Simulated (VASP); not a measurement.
The system is MgO.

```xyz
2
Lattice="2.9380 0.0000 0.0000 -1.4690 2.5444 0.0000 0.0000 0.0000 2.6797" Properties=species:S:1:pos:R:3 pbc="T T T"
Mg    0.0000    0.0000    0.0000
O     0.0000    1.6963    1.3398
```

Measurements of this composition are mostly on another form, of space group No. 225.

Base run:

| Property | Result |
| --- | --- |
| Program | VASP 6.6.1 |
| Functional | PBE0 |
| Potentials or basis | VASP PAW PBE potentials, release 64 (Mg, O) |
| Cutoff | 520 eV |
| k mesh | 6 × 6 × 6 |
| Occupations | gaussian, width 0.02 eV |
| Spin | no spin polarisation |

Its results: band gap on the k mesh 5.30 eV, indirect (least direct gap 5.72 eV); pressure -6.0 GPa.

Task: The run is repeated on the same cell with these changes: functional from PBE0 to HSE06; further incar settings from ALGO = Normal; EDIFF = 1e-06; NBANDS = 11 to ALGO = Normal; EDIFF = 1e-06. What comes out?

Result: Band gap on the k mesh 4.57 eV, indirect (least direct gap 5.00 eV); pressure -6.0 GPa.

Caveats: the PAW data sets were made with another functional, which shifts forces and pressure a little.
